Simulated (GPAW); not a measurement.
The system is In2O3.

```xyz
10
Lattice="2.7435 1.5840 4.8367 -2.7435 1.5840 4.8367 0.0000 -3.1679 4.8367" Properties=species:S:1:pos:R:3 pbc="T T T"
In    0.0000    0.0000   12.4396
In    0.0000    0.0000    9.3254
In    0.0000    0.0000    2.0704
In    0.0000    0.0000    5.1846
O    -1.9259   -0.1679    6.0458
O     0.8176    1.7519    6.0458
O     1.1084   -1.5840    6.0458
O     1.9259    0.1679    8.4642
O    -0.8176   -1.7519    8.4642
O    -1.1084    1.5840    8.4642
```

Base run:

```yaml
Program: GPAW 26.7.0
Functional: PBE
Potentials_or_basis: GPAW PAW data sets (gpaw-data 1.2.1)
Cutoff: 800 eV
Basis: pw
k_mesh: 4 × 4 × 4
Occupations: fermi-dirac, width 0.05 eV
Spin: no spin polarisation
```

Its results: band gap on the k mesh 1.33 eV, indirect (least direct gap 1.35 eV); pressure 7.5 GPa; largest force 0.129 eV/Å.

Q: The run is repeated on the same cell with these changes: functional from PBE to LDA; potentials or basis from GPAW PAW data sets (gpaw-data 1.2.1) to the program's PAW data sets (release 1.2.1) made for this functional. What comes out?

A: Band gap on the k mesh 1.19 eV, indirect (least direct gap 1.22 eV); pressure -4.1 GPa; largest force 0.156 eV/Å.

Caveats: spin-orbit coupling is left out, which moves the levels of the heavy elements.
